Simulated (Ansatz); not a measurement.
FePt (Tetraferroplatinum) under changes of volume

One of the cells (13.796 Å³/atom); the others are scaled copies at fixed shape and fractional positions:

```
Pt Fe
1.0
     2.72350    0.00000    0.00000
     0.00000    2.72350    0.00000
     0.00000    0.00000    3.72000
Pt Fe
1 1
Cartesian
  1.3618 1.3618 1.8600
  0.0000 0.0000 0.0000
```

```yaml
Program: Ansatz 0.2.0
Functional: PBE
Potentials_or_basis: Ansatz PAW
Cutoff: "420 eV (not typed: the program's choice for these potentials)"
k_mesh: 10 × 10 × 7
Occupations: fermi-dirac, width 0.05 eV
Spin: non-collinear spin, ferromagnetic start, spin-orbit coupling
Starting_moments: "[[0.0, 0.0, 0.0], [3.0, 0.0, 0.0]] μB"
```

| volume (Å³/atom) | energy over the lowest point (meV/atom) | pressure (GPa) | moment (μB per cell) |
| --- | --- | --- | --- |
| 12.969 | 54.03 | 18.7 | 3.16 |
| 13.245 | 27.18 | 12.7 | 3.19 |
| 13.521 | 10.01 | 7.5 | 3.22 |
| 13.796 | ? | ? | ? |
| 14.072 | 0.00 | -1.2 | 3.29 |
| 14.348 | 5.31 | -4.9 | 3.33 |
| 14.624 | 16.54 | -8.1 | 3.36 |

Problem. What does the run at 13.796 Å³/atom give?

Solution. Energy over the lowest point 1.29 meV/atom; pressure 2.8 GPa; moment 3.25 μB per cell.

Worked out: A Birch-Murnaghan fit of order 3 (a polynomial in V^(-2/3)) to the other rows has its minimum at 13.98 Å³/atom with B0 = V·E''(V) = 202 GPa and B' = 5.3 at fixed shape and positions, which overstates the stiffness. It gives 1.26 meV/atom at 13.796 Å³/atom, against the run's 1.29, and -dE/dV = 2.8 GPa, against 2.8. A straight line through the other rows of the moment, of slope 0.123 μB per Å³/atom, gives 3.26 μB, against the run's 3.25.

Energies are extrapolated to zero smearing.

Caveats: the thresholds are loose for stress.
